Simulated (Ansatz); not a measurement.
# Te2Mo (P6_3/mmc) in Ansatz: settings compared, part 2 of 2

Ansatz 0.2.0. Earlier steps stand in the parts before.

## (3) Single point, PBE, 23.47 Å³/atom (volume scaled by 0.94)

input.yaml reads:

```yaml
crystal:
  lattice:
    - [3.4463798477, 0.0, 0.0]
    - [-1.7231899238, 2.9846524992, 0.0]
    - [0.0, 0.0, 13.6883444487]
  atoms:
    - { symbol: Te, position: [0.6666666667, 0.3333333333, 0.379] }
    - { symbol: Te, position: [0.3333333333, 0.6666666667, 0.879] }
    - { symbol: Te, position: [0.6666666667, 0.3333333333, 0.121] }
    - { symbol: Te, position: [0.3333333333, 0.6666666667, 0.621] }
    - { symbol: Mo, position: [0.6666666667, 0.3333333333, 0.75] }
    - { symbol: Mo, position: [0.3333333333, 0.6666666667, 0.25] }
hamiltonian:
  xc: pbe
  pseudopotentials: { kind: nc, accuracy: standard }
kpoints:
  mp_grid: { grid: [9, 9, 2] }
scf:
  occupations: { method: fermi_dirac, width: 0.05 }
output:
  forces: true
  stress: true
  eigenvalues: true
```

Potentials or basis: PseudoDojo standard (PBE files).

Started as:

```console
$ ansatz run input.yaml --threads 2 --pin off --max-ram 5120MiB --backend cpu --events-out ev --progress --plain --runs-dir out
```

Wall time 20 s (2 threads of Arm Neoverse V1, shared host); peak memory 0.97 GiB.

It converged, with:

```
Free energy            : -15231.3488 eV
Pressure               : 10.5 GPa
Largest force          : 1.128 eV/Å
Band gap on the k mesh : 0.74 eV, indirect (least direct gap 1.13 eV)
```

Caveat: odd divisions of the mesh miss points on the zone boundary, where band edges often lie, so the gap on the mesh can be too wide; spin-orbit coupling is left out, which moves the levels of the heavy elements; this functional lacks dispersion, which binds the layers, so the pressure and a relaxed spacing across them are unreliable; forces of over 1 eV/Å show positions far from the minimum, so gaps and moduli don't describe the material at rest.

## (4) Single point, PBE, 23.97 Å³/atom (volume scaled by 0.96)

input.yaml: that of step 3 with these lines changed.

```diff
@@ -2,5 +2,5 @@
   lattice:
-    - [3.4463798477, 0.0, 0.0]
-    - [-1.7231899238, 2.9846524992, 0.0]
-    - [0.0, 0.0, 13.6883444487]
+    - [3.470650928, 0.0, 0.0]
+    - [-1.735325464, 3.0056718713, 0.0]
+    - [0.0, 0.0, 13.7847444167]
   atoms:
```

Started as:

```console
$ ansatz run input.yaml --threads 2 --pin off --max-ram 5120MiB --backend cpu --events-out ev --progress --plain --runs-dir out
```

It took 23 s on 2 threads of Arm Neoverse V1, shared host; peak memory 0.99 GiB.

The run converged. Its results:

```yaml
Free_energy: -15231.5184 eV
Pressure: 7.7 GPa
Largest_force: 0.787 eV/Å
Band_gap_on_the_k_mesh: 0.75 eV, indirect (least direct gap 1.10 eV)
```

Caveat: odd divisions of the mesh miss points on the zone boundary, where band edges often lie, so the gap on the mesh can be too wide; spin-orbit coupling is left out, which moves the levels of the heavy elements; this functional lacks dispersion, which binds the layers, so the pressure and a relaxed spacing across them are unreliable.

## (5) Single point, PBE, 24.47 Å³/atom (volume scaled by 0.98)

input.yaml: that of step 4 with these lines changed.

```diff
@@ -2,5 +2,5 @@
   lattice:
-    - [3.470650928, 0.0, 0.0]
-    - [-1.735325464, 3.0056718713, 0.0]
-    - [0.0, 0.0, 13.7847444167]
+    - [3.494587208, 0.0, 0.0]
+    - [-1.747293604, 3.0264012979, 0.0]
+    - [0.0, 0.0, 13.8798146239]
   atoms:
@@ -23 +23,5 @@
   eigenvalues: true
+  write_density: true
+  write_potential: true
+  elf: true
+  volumetric_format: npy
```

Started as:

```console
$ ansatz run input.yaml --threads 2 --pin off --max-ram 5120MiB --backend cpu --events-out ev --progress --plain --runs-dir out
```

It took 32 s on 2 threads of Arm Neoverse V1, shared host; peak memory 1 GiB.

The run converged. Its results:

```
Free energy            : -15231.6385 eV
Pressure               : 5.2 GPa
Largest force          : 0.473 eV/Å
Band gap on the k mesh : 0.77 eV, indirect (least direct gap 1.07 eV)
```

Caveat: odd divisions of the mesh miss points on the zone boundary, where band edges often lie, so the gap on the mesh can be too wide; spin-orbit coupling is left out, which moves the levels of the heavy elements; this functional lacks dispersion, which binds the layers, so the pressure and a relaxed spacing across them are unreliable.

## (6) Single point, PBE, 24.96 Å³/atom

input.yaml: that of step 5 with these lines changed.

```diff
@@ -2,5 +2,5 @@
   lattice:
-    - [3.494587208, 0.0, 0.0]
-    - [-1.747293604, 3.0264012979, 0.0]
-    - [0.0, 0.0, 13.8798146239]
+    - [3.5182, 0.0, 0.0]
+    - [-1.7591, 3.0468505756, 0.0]
+    - [0.0, 0.0, 13.9736]
   atoms:
@@ -23,5 +23 @@
   eigenvalues: true
-  write_density: true
-  write_potential: true
-  elf: true
-  volumetric_format: npy
```

Potentials or basis: PseudoDojo standard (PBE files).

Started as:

```console
$ ansatz run input.yaml --threads 2 --pin off --max-ram 5120MiB --backend cpu --events-out ev --progress --plain --runs-dir out
```

Run time: 23 s. Hardware: 2 threads of Arm Neoverse V1, shared host; peak memory 1 GiB.

The run converged. Its results:

| Quantity | Value |
| --- | --- |
| Free energy | -15231.7142 eV |
| Pressure | 2.9 GPa |
| Largest force | 0.183 eV/Å |
| Band gap on the k mesh | 0.78 eV, indirect (least direct gap 1.04 eV) |

Caveat: odd divisions of the mesh miss points on the zone boundary, where band edges often lie, so the gap on the mesh can be too wide; spin-orbit coupling is left out, which moves the levels of the heavy elements; this functional lacks dispersion, which binds the layers, so the pressure and a relaxed spacing across them are unreliable.

## (7) Single point, PBE, 25.46 Å³/atom (volume scaled by 1.02)

input.yaml: that of step 6 with these lines changed.

```diff
@@ -2,5 +2,5 @@
   lattice:
-    - [3.5182, 0.0, 0.0]
-    - [-1.7591, 3.0468505756, 0.0]
-    - [0.0, 0.0, 13.9736]
+    - [3.5415000168, 0.0, 0.0]
+    - [-1.7707500084, 3.067028982, 0.0]
+    - [0.0, 0.0, 14.0661430943]
   atoms:
```

Started as:

```console
$ ansatz run input.yaml --threads 2 --pin off --max-ram 5120MiB --backend cpu --events-out ev --progress --plain --runs-dir out
```

Wall time 27 s (2 threads of Arm Neoverse V1, shared host); peak memory 1 GiB.

Results (log left out):

- Free energy: -15231.7501 eV
- Pressure: 0.9 GPa
- Largest force: 0.086 eV/Å
- Band gap on the k mesh: 0.79 eV, indirect (least direct gap 1.01 eV)

Caveat: odd divisions of the mesh miss points on the zone boundary, where band edges often lie, so the gap on the mesh can be too wide; spin-orbit coupling is left out, which moves the levels of the heavy elements; this functional lacks dispersion, which binds the layers, so the pressure and a relaxed spacing across them are unreliable.

## (8) Single point, PBE, 25.96 Å³/atom (volume scaled by 1.04)

input.yaml: that of step 7 with these lines changed.

```diff
@@ -2,5 +2,5 @@
   lattice:
-    - [3.5415000168, 0.0, 0.0]
-    - [-1.7707500084, 3.067028982, 0.0]
-    - [0.0, 0.0, 14.0661430943]
+    - [3.5644974145, 0.0, 0.0]
+    - [-1.7822487073, 3.0869453127, 0.0]
+    - [0.0, 0.0, 14.1574842452]
   atoms:
```

Started as:

```console
$ ansatz run input.yaml --threads 2 --pin off --max-ram 5120MiB --backend cpu --events-out ev --progress --plain --runs-dir out
```

Run time: 24 s. Hardware: 2 threads of Arm Neoverse V1, shared host; peak memory 1 GiB.

The run converged. Its results:

```
Free energy            : -15231.7502 eV
Pressure               : -0.9 GPa
Largest force          : 0.333 eV/Å
Band gap on the k mesh : 0.80 eV, indirect (least direct gap 0.98 eV)
```

Caveat: odd divisions of the mesh miss points on the zone boundary, where band edges often lie, so the gap on the mesh can be too wide; spin-orbit coupling is left out, which moves the levels of the heavy elements; this functional lacks dispersion, which binds the layers, so the pressure and a relaxed spacing across them are unreliable.

## (9) Single point, PBE, 26.46 Å³/atom (volume scaled by 1.06)

input.yaml: that of step 8 with these lines changed.

```diff
@@ -2,5 +2,5 @@
   lattice:
-    - [3.5644974145, 0.0, 0.0]
-    - [-1.7822487073, 3.0869453127, 0.0]
-    - [0.0, 0.0, 14.1574842452]
+    - [3.5872018318, 0.0, 0.0]
+    - [-1.7936009159, 3.1066079149, 0.0]
+    - [0.0, 0.0, 14.2476617354]
   atoms:
```

Potentials or basis: PseudoDojo standard (PBE files).

Started as:

```console
$ ansatz run input.yaml --threads 2 --pin off --max-ram 5120MiB --backend cpu --events-out ev --progress --plain --runs-dir out
```

Wall time 24 s (2 threads of Arm Neoverse V1, shared host); peak memory 1.1 GiB.

The run converged. Its results:

```
Free energy            : -15231.7183 eV
Pressure               : -2.5 GPa
Largest force          : 0.562 eV/Å
Band gap on the k mesh : 0.80 eV, indirect (least direct gap 0.96 eV)
```

Caveat: odd divisions of the mesh miss points on the zone boundary, where band edges often lie, so the gap on the mesh can be too wide; spin-orbit coupling is left out, which moves the levels of the heavy elements; this functional lacks dispersion, which binds the layers, so the pressure and a relaxed spacing across them are unreliable.

## (10) Equation of state, PBE

Potentials or basis: PseudoDojo standard.

This step only gathers the single runs of the series.

Results:

- Equilibrium volume: 25.71 Å³/atom
- Bulk modulus at fixed shape and positions: 93 GPa
- Pressure derivative of the bulk modulus: 4.6

Energy against volume, from the lowest point:
```
volume (Å³/atom)  energy (meV/atom)
          23.467              66.91
          23.966              38.64
          24.466              18.62
          24.965               6.00
          25.464               0.02
          25.963               0.00
          26.463               5.32
```

Caveat: the cell was scaled at fixed shape and fractional positions, which overstates the stiffness of a crystal with free parameters, most of all of layers and chains; this functional lacks dispersion, which binds the layers, so the pressure and a relaxed spacing across them are unreliable. Spin-orbit coupling is left out, which matters for the levels of Te.

## (11) Against experiment

Step 2. Measured gap of Te2Mo: 0.88 eV (indirect; 300 K; quoted in “Broadband infrared study of pressure-tunable Fano resonance and metallization transition in 2H-MoTe2”, 2022, pmc:9569381). This calculation gives 0.71 eV (-0.17 eV). Spin-orbit coupling on Mo, Te is left out. The value is that of BPBE, without temperature or zero-point motion.
